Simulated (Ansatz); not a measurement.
# PtAl: energy against volume and a worked fit

Symmetry: Pm-3m, No. 221, cubic system. Conventional cell: a = 3.092 Å, b = 3.092 Å, c = 3.092 Å, α = 90.00°, β = 90.00°, γ = 90.00°. Pt (site symmetry m-3m) has 8 Al at 2.68 Å as nearest neighbours. Around Al (site symmetry m-3m) lie 8 Pt at 2.68 Å.

Measurements of this composition are mostly on another form, of space group No. 198.

The cell was scaled at fixed shape and fractions and run with Ansatz, Ansatz PAW, cutoff 500 eV; r2SCAN, k mesh 9 × 9 × 9 on the cell of 2 atoms, fermi-dirac occupations of 0.05 eV, no spin polarisation, no spin-orbit coupling. The potentials were made for PBE. Energies are those that the program minimises, any entropy of the smearing included. For a metal such a mesh isn't converged to the digits shown.

| V (Å³/atom) | energy over the lowest row (meV/atom) |
| --- | --- |
| 13.8875 | 12.79 |
| 14.1830 | ? |
| 14.4785 | 0.00 |
| 14.7740 | 5.38 |
| 15.0694 | 17.46 |
| 15.3649 | 35.50 |
| 15.6604 | 58.84 |

Question: Fit the third-order Birch-Murnaghan form, give V0, B0 and B′, and predict the energy left open.

Answer: With y = (V0/V)^(2/3), E = E0 + (9 V0 B0/16) [(y - 1)³ B′ + (y - 1)² (6 - 4y)]. Least squares through the rows shown give V0 = 14.4103 Å³/atom, E0 = -0.20 meV, B0 = 204.5 GPa (1 eV/Å³ = 160.218 GPa) and B′ = 4.73, with a largest miss of 0.01 meV. At V = 14.1830 the form with these constants gives 2.16 meV; the run gave 2.17 meV an atom.
